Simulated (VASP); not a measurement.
# PbSe (Clausthalite) (Fm-3m) in VASP: a series of runs

Aim: see how the results for PbSe (Clausthalite) move with the level of theory and the settings. Levels: PBE0, r2SCAN, SCAN, rSCAN. Tasks: single point, relaxation of cell and atoms.

All numbers are computed with VASP 6.6.1; they aren't measurements. Logs are shortened: lines on timing, memory, paths and dates and some standing lists are left out, and cuts for length are marked.

## (1) The structure

The structure is cubic, space group Fm-3m (No. 225). The conventional cell has a = 6.121 Å, b = 6.121 Å, c = 6.121 Å, α = 90.00°, β = 90.00°, γ = 90.00°. Pb (site symmetry m-3m) has 6 Se at 3.06 Å as nearest neighbours. Se (site symmetry m-3m) has 6 Pb at 3.06 Å as nearest neighbours.

## (2) Single point, PBE0

File POSCAR:

```
PbSe
4.3284
    0.000000000000      0.707108862397      0.707108862397
    0.707108862397      0.000000000000      0.707108862397
    0.707108862397      0.707108862397      0.000000000000
Pb Se
1 1
Direct
    0.0000000000      0.0000000000      0.0000000000
    0.5000000000      0.5000000000      0.5000000000
```

File INCAR.step1:

```
ALGO = Normal
EDIFF = 1E-5
ENCUT = 520
GGA = PE
ISIF = 2
ISMEAR = 0
LASPH = True
LCHARG = False
LREAL = False
LWAVE = True
NELM = 60
PREC = Accurate
SIGMA = 0.05
```

File INCAR.step2:

```
AEXX = 0.25
ALGO = Normal
EDIFF = 1E-6
ENCUT = 520
GGA = PE
ISIF = 2
ISMEAR = 0
ISTART = 1
LASPH = True
LCHARG = False
LHFCALC = True
LREAL = False
LWAVE = False
NELM = 60
PREC = Accurate
PRECFOCK = Fast
SIGMA = 0.05
```

File KPOINTS:

```
k-points
0
Gamma
  4 4 4
```

Potentials or basis: VASP PAW PBE potentials, release 64 (Pb_d, Se).

Run with:

```console
$ cat potpaw_PBE.64/Pb_d/POTCAR potpaw_PBE.64/Se/POTCAR > POTCAR
$ cp INCAR.step1 INCAR
$ mpirun -np 1 vasp_std > vasp.out
$ cp INCAR.step2 INCAR
$ mpirun -np 1 vasp_std > vasp.out
```

OUTCAR:

```text
AEXX = 0.25
   EDIFF = 1E-6
   ENCUT = 520
   GGA = PE
   ISIF = 2
   ISMEAR = 0
   ISTART = 1
   LASPH = True
   LHFCALC = True
   LREAL = False
   NELM = 60
   PREC = Accurate
   PRECFOCK = Fast

 ion  position               nearest neighbor table
   1  0.000  0.000  0.000-   2 3.06   2 3.06   2 3.06   2 3.06   2 3.06   2 3.06
   2  0.500  0.500  0.500-   1 3.06   1 3.06   1 3.06   1 3.06   1 3.06   1 3.06

  LATTYP: Found a face centered cubic cell.
 ALAT       =     6.1213000000

  Lattice vectors:

 A1 = (   0.0000000000,   3.0606500000,   3.0606500000)
 A2 = (   3.0606500000,   0.0000000000,   3.0606500000)
 A3 = (   3.0606500000,   3.0606500000,   0.0000000000)

Analysis of symmetry for initial positions (statically):
=====================================================================
 Subroutine PRICEL returns:
 Original cell was already a primitive cell.

 Routine SETGRP: Setting up the symmetry group for a
 face centered cubic supercell.

 Subroutine GETGRP returns: Found 48 space group operations
 (whereof 48 operations were pure point group operations)
 out of a pool of 48 trial point group operations.

The static configuration has the point symmetry O_h .

Analysis of symmetry for dynamics (positions and initial velocities):
=====================================================================
 Subroutine PRICEL returns:
 Original cell was already a primitive cell.

 Routine SETGRP: Setting up the symmetry group for a
 face centered cubic supercell.

 Subroutine GETGRP returns: Found 48 space group operations
 (whereof 48 operations were pure point group operations)
 out of a pool of 48 trial point group operations.

The dynamic configuration has the point symmetry O_h .

 Subroutine INISYM returns: Found 48 space group operations
 (whereof 48 operations are pure point group operations),
 and found     1 'primitive' translations

----------------------------------------------------------------------------------------

                                     Primitive cell

  volume of cell :      57.3418

  direct lattice vectors                    reciprocal lattice vectors
     0.000000000  3.060650000  3.060650000    -0.163363991  0.163363991  0.163363991
     3.060650000  0.000000000  3.060650000     0.163363991 -0.163363991  0.163363991
     3.060650000  3.060650000  0.000000000     0.163363991  0.163363991 -0.163363991

  length of vectors
     4.328412740  4.328412740  4.328412740     0.282954733  0.282954733  0.282954733

  position of ions in fractional coordinates (direct lattice)
     0.000000000  0.000000000  0.000000000
     0.500000000  0.500000000  0.500000000

  ion indices of the primitive-cell ions
   primitive index   ion index
                 1           1
                 2           2

----------------------------------------------------------------------------------------

 KPOINTS: k-points

Automatic generation of k-mesh.
 Grid dimensions read from file:
 generate k-points for:    4    4    4

 Generating k-lattice:

  Cartesian coordinates                     Fractional coordinates (reciprocal lattice)
    -0.040840998  0.040840998  0.040840998     0.250000000  0.000000000  0.000000000
     0.040840998 -0.040840998  0.040840998     0.000000000  0.250000000  0.000000000
     0.040840998  0.040840998 -0.040840998     0.000000000  0.000000000  0.250000000

  Length of vectors
     0.070738683  0.070738683  0.070738683

  Shift w.r.t. Gamma in fractional coordinates (k-lattice)
     0.000000000  0.000000000  0.000000000

 Subroutine IBZKPT returns following result:
 ===========================================

 Found      8 irreducible k-points:

 Following reciprocal coordinates:
            Coordinates               Weight
  0.000000  0.000000  0.000000      1.000000
  0.250000  0.000000  0.000000      8.000000
  0.500000  0.000000  0.000000      4.000000
  0.250000  0.250000  0.000000      6.000000
  0.500000  0.250000  0.000000     24.000000
 -0.250000  0.250000  0.000000     12.000000
  0.500000  0.500000  0.000000      3.000000
 -0.250000  0.500000  0.250000      6.000000
   k-points           NKPTS =      8   k-points in BZ     NKDIM =     64   number of bands    NBANDS=     14
   number of dos      NEDOS =    301   number of ions     NIONS =      2
   total plane-waves  NPLWV =  32768
   dimension x,y,z NGX =    32 NGY =   32 NGZ =   32
   dimension x,y,z NGXF=    64 NGYF=   64 NGZF=   64
   ions per type =               1   1
   NGX,Y,Z   is equivalent  to a cutoff of  12.29, 12.29, 12.29 a.u.
   NGXF,Y,Z  is equivalent  to a cutoff of  24.58, 24.58, 24.58 a.u.
 SYSTEM =  unknown system
   PREC   = accura    normal or accurate (medium, high low for compatibility)
   ISTART =      1    job   : 0-new  1-cont  2-samecut
   ICHARG =      0    charge: 1-file 2-atom 10-const
   ISPIN  =      1    spin polarized calculation?
   LNONCOLLINEAR =      F non collinear calculations
   LSORBIT =      F    spin-orbit coupling
[... 25 lines left out ...]
  Fermi-wavevector in a.u.,A,eV,Ry     =   1.152377  2.177676 18.068159  1.327972
  Thomas-Fermi vector in A             =   2.289028
   LORBIT       =      0    0 simple, 1 ext, 2 COOP (PROOUT), +10 PAW based schemes
   GGA     = PE    functional components
   LHFCALC =     T    Hartree Fock is set to
   PRECFOCK=fast      Normal, Fast or Accurate (Low or Medium for compatibility)
   ENCUT4O =  -1.0   cutoff for four orbital integrals eV
   NKREDX  =     1    reduce k-point grid by
   NKREDY  =     1    reduce k-point grid by
   NKREDZ  =     1    reduce k-point grid by
   AEXX    =    0.2500 exact exchange contribution
   HFSCREEN=    0.0000 screening length (either q_TF or 0.3 A-1)
   HFSCREENC=   0.0000 screening length for correlation (either q_TF or 0.3 A-1)
   ENCUTFOCK=  -1.0 apply spherical cutoff to Coloumb kernel
   IVDW    =     0    specifies the selected vdW correction
   LEPSILON=     F    determine dielectric tensor
   LRPA    =     F    only Hartree local field effects (RPA)
 non-spin polarized calculation
 Gauss-broadening in eV      SIGMA  =   0.05
  energy-cutoff  :      520.00
  volume of cell :       57.34
 maximum number of plane-waves:      1572
  NGX = 18; NGY = 18; NGZ = 18

 number of electron      20.0000000 magnetization

 Free energy of the ion-electron system (eV)
  ---------------------------------------------------
  ext. energy  EPLUGINS =         0.00000000
  ---------------------------------------------------
  free energy    TOTEN  =       -10.76758718 eV

  energy without entropy =      -10.76758718  energy(sigma->0) =      -10.76758718

 E-fermi :   4.7013     XC(G=0):  -7.5450

 val. band max:        4.4462086825   @ k =   0.5000   0.0000   0.0000
 cond. band min:       5.8103912426   @ k =   0.5000   0.0000   0.0000
 fundamental gap:      1.3641825601
 Fermi energy:         4.7013259424

 k-point     1 :       0.0000    0.0000    0.0000
  band No.  band energies     occupation
      1     -14.2615      2.00000
      2     -14.2615      2.00000
      3     -14.2542      2.00000
      4     -14.2542      2.00000
      5     -14.2542      2.00000
      6     -10.6814      2.00000
      7      -2.2658      2.00000
      8       2.2073      2.00000
      9       2.2073      2.00000
     10       2.2073      2.00000
     11      10.6495      0.00000
     12      10.6495      0.00000
     13      10.6495      0.00000
     14      12.3018      0.00000

 k-point     2 :       0.2500    0.0000    0.0000
  band No.  band energies     occupation
      1     -14.2752      2.00000
      2     -14.2752      2.00000
      3     -14.2529      2.00000
      4     -14.2389      2.00000
      5     -14.2389      2.00000
      6     -10.1907      2.00000
      7      -3.8168      2.00000
      8       2.3895      2.00000
      9       2.3895      2.00000
     10       3.3072      2.00000
     11       7.7838      0.00000
     12       8.6121      0.00000
     13       8.6121      0.00000
     14      12.3166      0.00000
[... 71 lines left out ...]
      1     -14.4006      2.00000
      2     -14.2726      2.00000
      3     -14.2429      2.00000
      4     -14.2100      2.00000
      5     -14.2100      2.00000
      6      -9.0810      2.00000
      7      -3.5400      2.00000
      8      -1.2549      2.00000
      9       0.7060      2.00000
     10       0.7060      2.00000
     11       9.2739      0.00000
     12      11.6376      0.00000
     13      11.6376      0.00000
     14      12.1065      0.00000

 k-point     8 :      -0.2500    0.5000    0.2500
  band No.  band energies     occupation
      1     -14.3618      2.00000
      2     -14.2654      2.00000
      3     -14.2423      2.00000
      4     -14.2423      2.00000
      5     -14.2099      2.00000
      6      -9.0507      2.00000
      7      -4.3097      2.00000
      8      -0.4086      2.00000
      9      -0.4086      2.00000
     10       3.4775      2.00000
     11       7.5352      0.00000
     12      10.8107      0.00000
     13      10.8107      0.00000
     14      13.7157      0.00000

------------------------ aborting loop because EDIFF is reached ----------------------------------------

  FORCE on cell =-STRESS in cart. coord.  units (eV):
  Direction    XX          YY          ZZ          XY          YZ          ZX
  --------------------------------------------------------------------------------------
  -------------------------------------------------------------------------------------
  Total        0.4047459      0.4047459      0.4047459     -0.0000000      0.0000000     -0.0000000
  in kB       11.3089448     11.3089448     11.3089448     -0.0000000      0.0000000     -0.0000000
  external PRESSURE =      11.3089448 kB  Pullay stress =       0.0000000 kB

 VOLUME and BASIS-vectors are now :
 -----------------------------------------------------------------------------
  energy-cutoff  :      520.00
  volume of cell :       57.34
      direct lattice vectors                 reciprocal lattice vectors
     0.000000000  3.060650000  3.060650000    -0.163363991  0.163363991  0.163363991
     3.060650000  0.000000000  3.060650000     0.163363991 -0.163363991  0.163363991
     3.060650000  3.060650000  0.000000000     0.163363991  0.163363991 -0.163363991

 POSITION                                       TOTAL-FORCE (eV/Angst)
 -----------------------------------------------------------------------------------
      0.00000      0.00000      0.00000        -0.000000     -0.000000     -0.000000
      3.06065      3.06065      3.06065         0.000000      0.000000      0.000000
 -----------------------------------------------------------------------------------
    total drift:                                0.000001      0.000001      0.000001

  FREE ENERGIE OF THE ION-ELECTRON SYSTEM (eV)
  ---------------------------------------------------
  free  energy   TOTEN  =       -10.7675871785 eV

  energy  without entropy=      -10.7675871785  energy(sigma->0) =      -10.76758718
```

It took 2.6 min on 1 thread of Intel Xeon Platinum 8559C (Emerald Rapids), shared host; peak memory 0.18 GiB.

What came out:

```
Free energy            : -10.7676 eV
Pressure               : 1.1 GPa
Band gap on the k mesh : 1.36 eV, direct
```

Caveat: the k mesh is coarse (spacing up to 0.44 Å⁻¹), so the values aren't converged, least of all with exact exchange; the PAW data sets were made with another functional, which shifts forces and pressure a little; spin-orbit coupling is left out, which as a rule narrows the gap of such compounds by several tenths of an eV. A k mesh can miss the band edges.

## (3) Relaxation of cell and atoms, r2SCAN

File INCAR:

```
SYSTEM = PbSe
PREC = Accurate
ENCUT = 600
EDIFF = 1E-6
ISMEAR = -1
SIGMA = 0.05
LREAL = .False.
LASPH = .True.
NELM = 60
ALGO = Normal
ISIF = 3
LWAVE = .False.
LCHARG = .False.
METAGGA = R2SCAN
LMIXTAU = .True.
IBRION = 2
NSW = 40
EDIFFG = -0.01
```

File KPOINTS:

```
Automatic mesh
0
Gamma
  8 8 8
  0 0 0
```

File POSCAR:

```
PbSe
1.0
    0.0000000000      3.0606500000      3.0606500000
    3.0606500000      0.0000000000      3.0606500000
    3.0606500000      3.0606500000      0.0000000000
Pb Se
1 1
Direct
    0.0000000000      0.0000000000      0.0000000000
    0.5000000000      0.5000000000      0.5000000000
```

Potentials or basis: VASP PAW PBE potentials, release 64 (Pb_d, Se).

Run with:

```console
$ cat potpaw_PBE.64/Pb_d/POTCAR potpaw_PBE.64/Se/POTCAR > POTCAR
$ mpirun -np 1 vasp_std > vasp.out
```

Run time: 4.5 min. Hardware: 1 thread of Intel Xeon Platinum 8488C (Sapphire Rapids), shared host; peak memory 0.24 GiB.

It converged, with:

| Quantity | Value |
| --- | --- |
| Free energy | -71.9399 eV |
| Relaxed volume | 29.48 Å³/atom |
| Relaxed cell | a = 4.369 Å, b = 4.369 Å, c = 4.369 Å, α = 60.00°, β = 60.00°, γ = 60.00° |
| Space group after relaxing (to 0.05 Å) | Fm-3m (No. 225) |
| Energy gained by relaxing | 3.8 meV/atom |
| Ionic steps | 3 |
| Pressure after relaxing | 0.0 GPa |
| Band gap on the k mesh | 0.67 eV, direct |

Step by step:
```tsv
step	energy change (eV)	largest force (eV/Å)	pressure (GPa)	volume (Å³)
1	0.0000	0.0000	1.55	57.34
2	-0.0063	0.0000	-0.59	59.67
3	-0.0076	0.0000	0.01	58.96
```

Final structure:
```
CELL_PARAMETERS angstrom
0.00000 3.08926 3.08926
3.08926 0.00000 3.08926
3.08926 3.08926 0.00000
ATOMIC_POSITIONS crystal
Pb 0.00000 0.00000 0.00000
Se 0.50000 0.50000 0.50000
```

Levels at points of the mesh, in eV from the valence-band top:
```tsv
k point	band 6	band 7	band 8	band 9	band 10	band 11	band 12	band 13	band 14
(0.00, 0.00, 0.00)	-13.88	-6.38	-1.87	-1.87	-1.87	5.00	5.00	5.00	7.04
(0.50, 0.00, 0.00)	-12.85	-8.88	-1.47	-1.47	0.00	0.67	2.00	2.00	9.07
(0.50, 0.50, 0.00)	-12.49	-7.48	-4.89	-3.19	-3.19	4.16	5.91	5.91	6.37
```

Caveat: the PAW data sets were made with another functional, which shifts forces and pressure a little; spin-orbit coupling is left out, which as a rule narrows the gap of such compounds by several tenths of an eV.

## (4) Relaxation of cell and atoms, SCAN

File INCAR:

```
SYSTEM = PbSe
  PREC = Accurate
  ENCUT = 600
  EDIFF = 1E-7
  ISMEAR = -1
  SIGMA = 0.05
  LREAL = .False.
  LASPH = .True.
  NELM = 80
  ALGO = Normal
  ISIF = 3
  LWAVE = .False.
  LCHARG = .False.
  METAGGA = SCAN
  LMIXTAU = .True.
  IBRION = 2
  NSW = 60
  EDIFFG = -0.01
```

KPOINTS is that of step 3.

POSCAR is that of step 3.

Run with:

```console
$ cat potpaw_PBE.64/Pb_d/POTCAR potpaw_PBE.64/Se/POTCAR > POTCAR
$ mpirun -np 1 vasp_std > vasp.out
```

Run time: 7.2 min. Hardware: 1 thread of Intel Xeon Platinum 8488C (Sapphire Rapids), shared host; peak memory 0.24 GiB.

It converged, with:

```yaml
Free_energy: -96.9453 eV
Relaxed_volume: 29.14 Å³/atom
Relaxed_cell: a = 4.352 Å, b = 4.352 Å, c = 4.352 Å, α = 60.00°, β = 60.00°, γ = 60.00°
Space_group_after_relaxing_to_0.05_Å: Fm-3m (No. 225)
Energy_gained_by_relaxing: 1.3 meV/atom
Ionic_steps: 3
Pressure_after_relaxing: 0.0 GPa
Band_gap_on_the_k_mesh: 0.56 eV, direct
```

The path:
```csv
step,energy change (eV),largest force (eV/Å),pressure (GPa),volume (Å³)
1,0.0000,0.0000,0.93,57.34
2,-0.0021,0.0000,-0.36,58.74
3,-0.0026,0.0000,0.05,58.28
```

Final structure:
```
Pb Se
1.0
     0.00000    3.07720    3.07720
     3.07720    0.00000    3.07720
     3.07720    3.07720    0.00000
Pb Se
1 1
Direct
  0.00000 0.00000 0.00000
  0.50000 0.50000 0.50000
```

Levels at points of the mesh, in eV from the valence-band top:
```csv
k point,band 8,band 9,band 10,band 11,band 12,band 13
"(0.00, 0.00, 0.00)",-1.91,-1.91,-1.91,4.78,4.78,4.78
"(0.50, 0.00, 0.00)",-1.45,-1.45,0.00,0.56,1.81,1.81
"(0.50, 0.50, 0.00)",-4.97,-3.25,-3.25,4.26,5.74,5.74
```

Caveat: the PAW data sets were made with another functional, which shifts forces and pressure a little; spin-orbit coupling is left out, which as a rule narrows the gap of such compounds by several tenths of an eV.

## (5) Relaxation of cell and atoms, rSCAN

File INCAR:

```
PREC = Accurate
ENCUT = 600
EDIFF = 1E-7
ISMEAR = -1
SIGMA = 0.05
LREAL = F
LASPH = T
NELM = 100
ALGO = Normal
ISIF = 3
LWAVE = F
LCHARG = F
METAGGA = RSCAN
LMIXTAU = T
IBRION = 2
NSW = 40
EDIFFG = -0.005
```

File KPOINTS:

```
regular mesh
0
Gamma
  8 8 8
```

POSCAR is that of step 4.

Run with:

```console
$ cat potpaw_PBE.64/Pb_d/POTCAR potpaw_PBE.64/Se/POTCAR > POTCAR
$ mpirun -np 1 vasp_std > vasp.out
```

Run time: 3.7 min. Hardware: 1 thread of Intel Xeon Platinum 8488C (Sapphire Rapids), shared host; peak memory 0.24 GiB.

The run converged. Its results:

| Quantity | Value |
| --- | --- |
| Free energy | -125.4118 eV |
| Relaxed volume | 29.52 Å³/atom |
| Relaxed cell | a = 4.371 Å, b = 4.371 Å, c = 4.371 Å, α = 60.00°, β = 60.00°, γ = 60.00° |
| Space group after relaxing (to 0.05 Å) | Fm-3m (No. 225) |
| Energy gained by relaxing | 4.1 meV/atom |
| Ionic steps | 3 |
| Pressure after relaxing | 0.0 GPa |
| Band gap on the k mesh | 0.65 eV, direct |

The path:
| step | energy change (eV) | largest force (eV/Å) | pressure (GPa) | volume (Å³) |
| --- | --- | --- | --- | --- |
| 1 | 0.0000 | 0.0000 | 1.61 | 57.34 |
| 2 | -0.0069 | 0.0000 | -0.61 | 59.76 |
| 3 | -0.0082 | 0.0000 | 0.01 | 59.03 |

Final structure:
```
CELL_PARAMETERS angstrom
0.00000 3.09046 3.09046
3.09046 0.00000 3.09046
3.09046 3.09046 0.00000
ATOMIC_POSITIONS crystal
Pb 0.00000 0.00000 0.00000
Se 0.50000 0.50000 0.50000
```

Levels at points of the mesh, in eV from the valence-band top:
```
           k point  band 6  band 7  band 8  band 9  band 10  band 11  band 12  band 13  band 14
(0.00, 0.00, 0.00)  -13.87   -6.38   -1.87   -1.87    -1.87     4.97     4.97     4.97     7.02
(0.50, 0.00, 0.00)  -12.85   -8.87   -1.47   -1.47     0.00     0.65     1.99     1.99     9.05
(0.50, 0.50, 0.00)  -12.50   -7.47   -4.89   -3.18    -3.18     4.15     5.88     5.88     6.34
```

Caveat: the PAW data sets were made with another functional, which shifts forces and pressure a little; spin-orbit coupling is left out, which as a rule narrows the gap of such compounds by several tenths of an eV.

## (6) For comparison

An earlier run on the cell as given: functional PBEsol; potentials or basis VASP PAW PBE potentials, release 64 (Pb_d, Se); cutoff 520 eV; k mesh 8 × 8 × 8; occupations fermi-dirac, width 0.05 eV; no spin polarisation.

* Pressure: -0.5 GPa
* Band gap on the k mesh: 0.20 eV, direct

## (7) Overview

```csv
task,level,cell,k mesh,cutoff (eV),smearing,grid for exact exchange (PRECFOCK),exchange at q = 0,ladder,mesh quality,gap on the mesh (eV),pressure (GPa),relaxed volume (Å³/atom)
single point,PBE0,as given,4 × 4 × 4,520,gaussian 0.05 eV,Fast,default,-,coarse,1.36,1.1,-
relaxation of cell and atoms,r2SCAN,relaxed,8 × 8 × 8,600,fermi-dirac 0.05 eV,-,-,-,not flagged,0.67,0.0,29.48
relaxation of cell and atoms,SCAN,relaxed,8 × 8 × 8,600,fermi-dirac 0.05 eV,-,-,-,not flagged,0.56,0.0,29.14
relaxation of cell and atoms,rSCAN,relaxed,8 × 8 × 8,600,fermi-dirac 0.05 eV,-,-,-,not flagged,0.65,0.0,29.52
single point,PBEsol,as given,8 × 8 × 8,520,fermi-dirac 0.05 eV,-,-,free,not flagged,0.20,-0.5,-
```

Alike in all rows: potentials or basis VASP PAW PBE potentials, release 64 (Pb_d, Se); no spin polarisation.

Caveats: some runs use coarse meshes; the PAW data sets were made with another functional, which shifts forces and pressure a little; spin-orbit coupling is left out, which as a rule narrows the gap of such compounds by several tenths of an eV.

Absolute energies hang on the potentials; compare differences alone.

## (8) Against experiment

Step 3. The cell as given is a measured one (28.67 Å³/atom); r2SCAN puts the equilibrium volume +2.8 % from it, thermal expansion not counted.

Step 4. The cell as given is a measured one (28.67 Å³/atom); SCAN puts the equilibrium volume +1.6 % from it, thermal expansion not counted.

Step 5. The cell as given is a measured one (28.67 Å³/atom); rSCAN puts the equilibrium volume +3.0 % from it, thermal expansion not counted.
